Zincblende BAs (F-43m, 2 atoms in the cell), relaxed with PBE and then scaled in volume without further relaxation. Ansatz 0.2.0, plane-wave PAW, scalar-relativistic, no spin polarisation, cutoff 420 eV, 10×10×10 k mesh, Gaussian smearing of 0.02 eV. Energies count from the minimum of a third-order Birch-Murnaghan fit; pressure is positive in compression.

```
volume per atom (Å³/atom)  energy over minimum (meV/atom)  pressure (GPa)  band gap on mesh (eV)
                   12.232                           102.4           21.87                  1.069
                   12.649                            54.5           15.09                  1.106
                   13.066                            23.0            9.28                  1.141
                   13.483                             5.5            4.31                  1.173
                   13.900                             0.0            0.04                  1.204
                   14.317                             4.8           -3.62                  1.233
                   14.734                            18.4           -6.75                  1.260
                   15.290                            48.1          -10.24                  1.292
```

The first rows are the squeezed crystal, and they have the smallest gaps. From the top row down, the band gap on mesh grows in every step as the volume per atom grows, from 1.069 to 1.292 eV. Squeezing BAs therefore narrows its gap, although shorter bonds might suggest stronger bonding and a wider one. The cells at scaled volumes were not relaxed again; this does no harm, because the cubic symmetry fixes the shape and both atomic sites, so that only the volume can vary.

The two most compressed rows show where that expectation goes wrong. Their gap is indirect: the highest filled state lies at Γ, the centre of the Brillouin zone, and the lowest empty one about 0.8 of the way to the zone edge at X. Compression from the second row to the first widens the smallest direct gap, between states of equal wave vector, from 3.379 to 3.426 eV, while the tabulated gap shrinks. So the answer depends on which empty state sets the gap.

Theory gives the usual reason. An electron state near X keeps much of its charge in the open spaces of the lattice and mixes with d-like states above it, which push it down harder as the atoms approach. It is therefore expected to rise more slowly than the valence top under compression, and the two edges draw together. On the program's energy scale, whose zero itself shifts with volume, both edges rise from the second row to the first, the valence top by 0.58 eV and the conduction bottom by 0.54 eV; only their difference carries meaning. The runs show the narrowing but not this cause, because the outputs at hand tell neither where the charge of that state lies nor how much d character it has. GaAs at ordinary pressure behaves the other way: its lowest empty state lies at Γ, and its gap widens when it is squeezed.

Further down, towards the row at 13.900 Å³/atom, the pressure falls in ever smaller steps although the volume steps are equal. The crystal is stiffer when compressed, since the repulsion between neighbouring atoms grows steeply as they approach. The energy over minimum shows the same lopsidedness: 6 % less volume costs 23.0 meV/atom, but 6 % more costs only 18.4. A second-order Birch-Murnaghan energy law, with its minimum taken from the third-order fit, the pressure derivative of the bulk modulus fixed at 4 and only the modulus fitted to the eight energies, also gives the tabulated pressures to within about 0.1 GPa, so energies and pressures tell one story.

This stiffening governs how the gap responds to pressure. The gap E responds to the change in volume V, and the pressure P matters through the volume change it produces. Two quantities describe the chain, the volume deformation potential a and the bulk modulus B:

a = dE/d ln V,  B = −dP/d ln V

dE/dP = −a/B

If a stays nearly constant while B rises, each further GPa must narrow the gap less. A spring that hardens as it is pressed, with a pointer fixed to its end, does the same: equal added loads move the pointer by less and less. The spring accounts for the shrinking steps, but not for the direction in which the gap moves.

The top row can serve as a test. The rows at 13.066 and 14.734 Å³/atom give the slope, and the row at 13.900 fixes the starting point:

a = (1.260 − 1.141) / ln(14.734/13.066) = 0.99 eV

E = 1.204 + 0.99 × ln(12.232/13.900) = 1.077 eV

The calculated gap is 1.069 eV, and this row had no part in setting the slope. The miss of 0.008 eV is about 6 % of the gap's change from the middle row. A constant loss per GPa, taken from the same two rows, misses by 0.027 eV, or 20 % of that change. The output below gives the misses for every row.

Below the middle row the pressure is negative, which means the crystal is held under tension. Here it is softer, and the gap changes by 8.6 meV per GPa on average, against 6.2 on the compressed side. The average stiffness differs more strongly, 108 against 171 GPa. The difference is partly offset because a is not quite constant: it is somewhat larger under compression. The drift is regular: a straight line against 1/V, set by the same three rows as before, gives 1.069 eV for the top row, the tabulated value. A drift of this sign is expected, since band energies scale roughly as inverse powers of the bond length, so that their slopes against ln V grow as the bond shortens; why the power comes out close to 1/V is not shown by these data.

The last row seems to break the pattern, because the gap rises by 0.032 eV after a step of only 0.027 eV. The cause is the spacing of the rows: the final volume step is a third wider than the others. Per unit of volume the gap in fact rises more slowly there, by about 58 meV per Å³/atom after 65 in the step before.

To estimate the gap at another pressure, it is best to turn the pressure into a volume change first, and then the volume change into a gap shift. With one constant a, the second step reproduces every row to better than 0.01 eV. The gap itself should not be taken for the measured one, since the PBE functional is expected to make it too small, while two smaller errors act the other way: the k mesh may miss the exact bottom of the conduction band, and the missing spin-orbit coupling would lift the valence top at Γ. For a related semiconductor, the first question is where its lowest empty state lies, though the place alone does not fix the sign. In diamond that state also lies towards X, yet the gap is expected to widen under pressure, because the d-like states lie too high to push it down much. The second question is how fast the crystal stiffens.

Output of the analysis:

```
fit of energy_over_minimum on 8 rows: coefficient of f2 51397 +/- 47; rms 0.109, worst 15.29 0.262, leave-one-out rms 0.179
bulk modulus B0 from the energies, GPa: 131.6
models against the table:
     row  pressure from energy law GPa  parabola energy meV/atom  gap miss constant a meV  gap miss constant per GPa meV
  12.232                          21.8                     82.65                    8.384                         -27.06
  12.649                         15.06                     46.58                    4.588                         -13.72
  13.066                         9.274                     20.78                    1.714                         -5.594
  13.483                         4.311                     5.254                   0.8309                        -0.6987
    13.9                        0.0449                 0.0006636                        0                              0
  14.317                        -3.627                      5.02                   0.2773                          -1.83
  14.734                         -6.79                     20.31                    1.714                         -5.594
   15.29                        -10.34                     56.68                    6.402                         -11.69
slope a from the rows at about 6 % either side, eV per unit of ln V: 0.9905
gap loss per GPa from the same rows, meV/GPa: 7.424
a, middle to most compressed row, eV: 1.056
a, middle to most stretched row, eV: 0.9233
mean stiffness, compressed side, GPa: 170.8
mean stiffness, stretched side, GPa: 107.9
gap loss per GPa, compressed side, meV/GPa: 6.184
gap loss per GPa, stretched side, meV/GPa: 8.56
largest pressure miss of the energy law, GPa: 0.09798
direct gap change from 12.649 to 12.232, meV: 47.56
table gap change from 12.649 to 12.232, meV: -37
gap rise per volume in the last step, meV per A3/atom: 57.55
gap rise per volume in the step before, meV per A3/atom: 64.75
```
